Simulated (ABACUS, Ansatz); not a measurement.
This is a calculation of MnS for Ansatz 0.2.0. Atoms were shifted at random by some hundredths of an Å from the given cell, which wasn't relaxed again for these runs. The cell is a database's computed one, not the measured one.

The input input.yaml:

```yaml
crystal:
  lattice:
    - [0.0, 2.4734634191, 2.4734634191]
    - [2.4734634191, 0.0, 2.4734634191]
    - [2.4734634191, 2.4734634191, 0.0]
  atoms:
    - { symbol: Mn, position: [0.003495, -0.003728, 0.001357], spin: 4.0 }
    - { symbol: S, position: [0.727105, 0.732097, 0.762496] }
kpoints:
  mp_grid: { grid: [9, 9, 9] }
scf:
  occupations: { method: fermi_dirac, width: 0.05 }
hamiltonian:
  xc: pbesol
  pseudopotentials: { kind: all_electron, lapw: { basis_error: 0.001 } }
magnetization:
  spin_polarized: true
output:
  forces: true
  stress: true
  eigenvalues: true
  populations: true
```

Potentials or basis: all-electron LAPW, scalar-relativistic.

Command:

```sh
$ ansatz run input.yaml --threads 2 --pin off --max-ram 6144MiB --backend cpu --events-out ev --progress --plain --runs-dir out
```

What does the same run look like in ABACUS 3.10.1? Potentials or basis there: PseudoDojo NC SR 0.4.1 PBEsol standard, plane waves, cutoff 1320 eV.

As run (cutoffs and basis follow the program's own potentials, and thresholds, step limits or extra output files can differ):

Contents of INPUT:

```
INPUT_PARAMETERS
suffix              MnS
calculation         scf
basis_type          pw
pseudo_dir          ./
symmetry            1
dft_functional      pbesol
ecutwfc             97
pseudo_rcut         7
nspin               2
nbands              17
ks_solver           dav
smearing_method     fd
smearing_sigma      0.00367493
scf_thr             1e-08
scf_nmax            100
mixing_type         broyden
mixing_beta         0.4
cal_force           1
cal_stress          1
kpar                4
```

STRU

```
ATOMIC_SPECIES
Mn 54.9380 Mn.upf
S 32.0600 S.upf

LATTICE_CONSTANT
1.8897261246

LATTICE_VECTORS
0.0000000000 2.4734634191 2.4734634191
2.4734634191 0.0000000000 2.4734634191
2.4734634191 2.4734634191 0.0000000000

ATOMIC_POSITIONS
Direct

Mn
0.0
1
0.0034950000 -0.0037280000 0.0013570000 1 1 1 mag 4

S
0.0
1
0.7271050000 0.7320970000 0.7624960000 1 1 1 mag 0
```

File KPT:

```
K_POINTS
0
Gamma
9 9 9 0 0 0
```

Potentials or basis: PseudoDojo NC SR 0.4.1 PBEsol standard, plane waves.

Command:

```console
$ OMP_NUM_THREADS=1 mpirun -np 4 abacus > log
```

Both were run:

|  | Ansatz | ABACUS |
| --- | --- | --- |
| Pressure | -2.0 GPa | -2.2 GPa |
| Largest force | 1.445 eV/Å | 1.449 eV/Å |
| Net moment | -0.24 μB per cell | 0.29 μB per cell |
| Absolute moment | 0.26 μB per cell | 0.31 μB per cell |

Where Ansatz's input types no cutoff or centring, it takes its own default and a Γ-centred mesh.

The magnetic state is the one that the start led to; the real crystal's order can differ.

Pressure is positive in compression.
